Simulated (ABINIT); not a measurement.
# Ti2C (R-3m) in ABINIT: reference runs

Reference runs on Ti2C: the cell as given.

All numbers are computed with ABINIT 10.8.3 (patched build); they aren't measurements. Logs are shortened: lines on timing, memory, paths and dates and some standing lists are left out, and cuts for length are marked. The log counts tension as positive stress, the text compression.

**1. The structure**

Symmetry: R-3m, No. 166, trigonal system. Conventional cell: a = 3.081 Å, b = 3.081 Å, c = 14.441 Å, α = 90.00°, β = 90.00°, γ = 120.00°. Ti (site symmetry 3m) is surrounded by 3 C at 2.11 Å. C (site symmetry -3m) has 6 Ti at 2.11 Å as nearest neighbours.

The cell comes from a database or a generator and needn't be the stable form of this composition.

**2. Single point, PBEsol**

The input, run.abi:

```
pp_dirpath "./"
pseudos "Ti.upf, C.upf"

acell 9.6980666236 9.6980666236 9.6980666236
rprim
     0.3002142299     0.1733287664     0.9379917670
    -0.3002142299     0.1733287664     0.9379917670
     0.0000000000    -0.3466575329     0.9379917670
ntypat 2
znucl 22 6
natom 3
typat 1 1 2
xred
     0.7545021700     0.7545021700     0.7545021700
     0.2454978300     0.2454978300     0.2454978300
     0.5000000000     0.5000000000     0.5000000000

ecut 42.0

kptopt 1
ngkpt 10 10 10
nshiftk 1
shiftk 0.0 0.0 0.0

ixc -116133

nband 18
occopt 3
tsmear 0.00183747

nstep 100
tolvrs 1.0e-10

iomode 3
prtwf 0
prteig 0
prtebands 0
enunit 1
prtden 1
prtvha 1
prtvclmb 1
prtpot 1
prtelf 1
```

Potentials or basis: PseudoDojo NC SR PBEsol v0.4.1 standard.

The run is started by

```sh
abinit run.abi > log 2>&1
```

run.abo:

```text
.Version 10.8.3 of ABINIT
 Symmetries : space group R-3 m (#166); Bravais hR (rhombohedral)
================================================================================
 Values of the parameters that define the memory need of the present run
     intxc =       0    ionmov =       0      iscf =       7    lmnmax =       6
     lnmax =       6     mgfft =      60  mpssoang =       3    mqgrid =    3001
     natom =       3  nloc_mem =       1    nspden =       1   nspinor =       1
    nsppol =       1      nsym =      12    n1xccc =    2501    ntypat =       2
    occopt =       3   xclevel =       2
       mpw =        3515          nfft =      216000          nkpt =         116
================================================================================
================================================================================

--------------------------------------------------------------------------------
------------- Echo of variables that govern the present computation ------------
--------------------------------------------------------------------------------
 -outvars: echo values of preprocessed input variables --------
            acell      9.6980666236E+00  9.6980666236E+00  9.6980666236E+00 Bohr
              amu      4.78800000E+01  1.20110000E+01
             ecut      4.20000000E+01 Hartree
           enunit           1
                       outvar_i_n : Printing only first  50 k-points.
              ixc     -116133
                       outvar_i_n : Printing only first  50 k-points.
         kptrlatt       10    0    0      0   10    0      0    0   10
          kptrlen      5.82299521E+01
            natom           3
            nband          18
            ngfft          60      60      60
             nkpt         116
            nstep         100
             nsym          12
           ntypat           2
                       prtocc : prtvol=0, do not print more k-points.
           occopt           3
        prtebands           0
           prteig           0
           prtelf           1
           prtpot           1
         prtvclmb           1
           prtvha           1
            prtwf           0
            rprim      3.0021422990E-01  1.7332876640E-01  9.3799176700E-01
                      -3.0021422990E-01  1.7332876640E-01  9.3799176700E-01
                       0.0000000000E+00 -3.4665753290E-01  9.3799176700E-01
          spgroup         166
           tolvrs      1.00000000E-10
           tsmear      1.83747000E-03 Hartree
            typat      1  1  2
                       outvars : Printing only first  50 k-points.
           xangst     -1.5873936484E-16 -3.8721009535E-10  1.0895999392E+01
                      -1.7900886733E-17 -1.2598937801E-10  3.5453101565E+00
                      -5.3550914695E-17 -2.5659987418E-10  7.2206547743E+00
            xcart     -2.9997392495E-16 -7.3172103340E-10  2.0590454719E+01
                      -3.3827773336E-17 -2.3808541921E-10  6.6996652272E+00
                      -1.0119656257E-16 -4.8490348615E-10  1.3645059973E+01
             xred      7.5450217000E-01  7.5450217000E-01  7.5450217000E-01
[... 140 lines left out ...]
       0.754502170000      0.754502170000      0.754502170000
       0.245497830000      0.245497830000      0.245497830000
       0.500000000000      0.500000000000      0.500000000000
 rms dE/dt=  2.4941E-02; max dE/dt=  3.0546E-02; dE/dt below (all hartree)
    1      -0.030545882822     -0.030545882822     -0.030545882822
    2       0.030545882822      0.030545882822      0.030545882822
    3       0.000000000000      0.000000000000      0.000000000000

 cartesian coordinates (angstrom) at end:
    1     -0.00000000000000    -0.00000000038721    10.89599939204122
    2     -0.00000000000000    -0.00000000012599     3.54531015653333
    3     -0.00000000000000    -0.00000000025660     7.22065477428728

 cartesian forces (hartree/bohr) at end:
    1      0.00000000000000    -0.00000000000000     0.00335790566864
    2      0.00000000000000     0.00000000000000    -0.00335790566864
    3     -0.00000000000000    -0.00000000000000    -0.00000000000000
 frms,max,avg= 1.5829319E-03 3.3579057E-03   0.000E+00  0.000E+00  0.000E+00 h/b

 cartesian forces (eV/Angstrom) at end:
    1      0.00000000000000    -0.00000000000000     0.17267045198925
    2      0.00000000000000     0.00000000000000    -0.17267045198925
    3     -0.00000000000000    -0.00000000000000    -0.00000000000000
 frms,max,avg= 8.1397632E-02 1.7267045E-01   0.000E+00  0.000E+00  0.000E+00 e/A
 length scales=  9.698066623600  9.698066623600  9.698066623600 bohr
              =  5.131995843547  5.131995843547  5.131995843547 angstroms
 Fermi (or HOMO) energy (eV) =   9.75682   Average Vxc (eV)= -12.07722
 Eigenvalues (   eV  ) for nkpt= 116  k points:
 kpt#   1, nband= 18, wtk=  0.00100, kpt=  0.0000  0.0000  0.0000 (reduced coord)
 -46.73805  -46.63475  -23.43666  -22.91162  -22.91162  -22.86424  -22.83405  -22.83405
  -1.59820    4.88360    7.20102    7.20102    7.71986   10.23742   10.23742   10.75485
  11.70327   11.70329
 prteigrs : prtvol=0 or 1, do not print more k-points.

--- !EnergyTerms
iteration_state     : {dtset: 1, }
comment             : Components of total free energy in Hartree
kinetic             :  5.07030908506390E+01
hartree             :  2.62640083511689E+01
xc                  : -1.94131743768236E+01
Ewald energy        : -8.99123832741371E+01
psp_core            :  3.55213796072391E+00
local_psp           : -9.67305918495500E+01
non_local_psp       :  8.52457654209656E-01
internal            : -1.24684454683769E+02
'-kT*entropy'       : -6.33692304557220E-04
total_energy        : -1.24685088376074E+02
total_energy_eV     : -3.39285409891562E+03
band_energy         : -1.43795306400195E+01
...

 Cartesian components of stress tensor (hartree/bohr^3)
  sigma(1 1)=  1.60288052E-04  sigma(3 2)=  4.78268061E-13
  sigma(2 2)=  1.60288054E-04  sigma(3 1)=  0.00000000E+00
  sigma(3 3)=  1.38487646E-04  sigma(2 1)=  0.00000000E+00

-Cartesian components of stress tensor (GPa)         [Pressure= -4.5020E+00 GPa]
- sigma(1 1)=  4.71583731E+00  sigma(3 2)=  1.40711321E-08
- sigma(2 2)=  4.71583737E+00  sigma(3 1)=  0.00000000E+00
- sigma(3 3)=  4.07444721E+00  sigma(2 1)=  0.00000000E+00

== END DATASET(S) ==============================================================
================================================================================

 -outvars: echo values of variables after computation  --------
            acell      9.6980666236E+00  9.6980666236E+00  9.6980666236E+00 Bohr
           etotal     -1.2468508838E+02
            fcart      1.9038868259E-19 -4.0122932607E-20  3.3579056686E-03
                       8.2174086839E-21  4.0122932607E-20 -3.3579056686E-03
                      -1.9860609127E-19 -0.0000000000E+00 -0.0000000000E+00
            rprim      3.0021422990E-01  1.7332876640E-01  9.3799176700E-01
                      -3.0021422990E-01  1.7332876640E-01  9.3799176700E-01
                       0.0000000000E+00 -3.4665753290E-01  9.3799176700E-01
           strten      1.6028805217E-04  1.6028805434E-04  1.3848764572E-04
                       4.7826806063E-13  0.0000000000E+00  0.0000000000E+00
           xangst     -1.5873936484E-16 -3.8721009535E-10  1.0895999392E+01
                      -1.7900886733E-17 -1.2598937801E-10  3.5453101565E+00
                      -5.3550914695E-17 -2.5659987418E-10  7.2206547743E+00
             xred      7.5450217000E-01  7.5450217000E-01  7.5450217000E-01
                       2.4549783000E-01  2.4549783000E-01  2.4549783000E-01
                       5.0000000000E-01  5.0000000000E-01  5.0000000000E-01
 Calculation completed.
```

Wall time 19 min (1 thread of Arm Neoverse V1, shared host); peak memory 0.23 GiB.

Results:

| Item | Value |
| --- | --- |
| Free energy | -3392.8541 eV |
| Pressure | -4.5 GPa |
| Largest force | 0.173 eV/Å |
| Band gap on the k mesh | none (metal or under the smearing width) |
| Valence electrons inside the program's atomic spheres | Ti 9.53; C 4.00 |

Forces in eV/Å, atoms in the order of the input:
```
Ti   0.000  0.000  0.173
Ti   0.000  0.000 -0.173
C    0.000  0.000  0.000
```
